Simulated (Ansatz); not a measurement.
Method: Ansatz 0.2.0, DFT PBE, scalar-relativistic, plane waves, PAW. Settings: cutoff 420 eV, Γ-centred meshes spaced at most about 0.3 Å⁻¹, and about 0.25 Å⁻¹ or finer for metals (2π included), Gaussian smearing. No spin polarisation in the final relaxations.

These are static total energies at zero pressure. Both are relaxed sheets, periodic along a and b.

Two forms of GaAs were relaxed alike.

A.

```cif
data_structure
_symmetry_space_group_name_H-M 'P 1'
_symmetry_Int_Tables_number 1
_cell_length_a 4.0443
_cell_length_b 4.0443
_cell_length_c 25.0629
_cell_angle_alpha 90.000
_cell_angle_beta 90.000
_cell_angle_gamma 120.000
_cell_volume 355.02
loop_
_atom_site_label
_atom_site_type_symbol
_atom_site_fract_x
_atom_site_fract_y
_atom_site_fract_z
_atom_site_occupancy
Ga1 Ga 0.33333 0.66667 0.28771 1
As1 As 0.66667 0.33333 0.31079 1
```

B.

```cif
data_structure
_symmetry_space_group_name_H-M 'P 1'
_symmetry_Int_Tables_number 1
_cell_length_a 4.0267
_cell_length_b 4.0267
_cell_length_c 33.4982
_cell_angle_alpha 90.000
_cell_angle_beta 90.000
_cell_angle_gamma 120.000
_cell_volume 470.37
loop_
_atom_site_label
_atom_site_type_symbol
_atom_site_fract_x
_atom_site_fract_y
_atom_site_fract_z
_atom_site_occupancy
Ga1 Ga 0.00000 0.00000 0.24082 1
Ga2 Ga 0.00000 0.00000 0.32638 1
As1 As 0.33333 0.66667 0.22032 1
As2 As 0.66667 0.33333 0.34687 1
```

Question: Which would you expect to be lower, and how large is the difference?

Answer: B is lower, by 33 meV/atom. A has layer group p3m1 (No. 69), 7.1 Å²/atom and a gap of 1.11 eV on its mesh; B has layer group p-3m1 (No. 72), 3.5 Å²/atom and no gap. Counting As atoms around Ga (those within 1.25 times the shortest such distance or 1.15 times the sum of covalent radii), A and B both have Ga 3. Both come from invented guesses.

Kohn–Sham gaps at this level usually fall short of measured ones. The zero gap of p-3m1 may come from the functional, which often closes small gaps, or the cell may be a true semimetal. Cells relaxed within their symmetry can be saddle points.
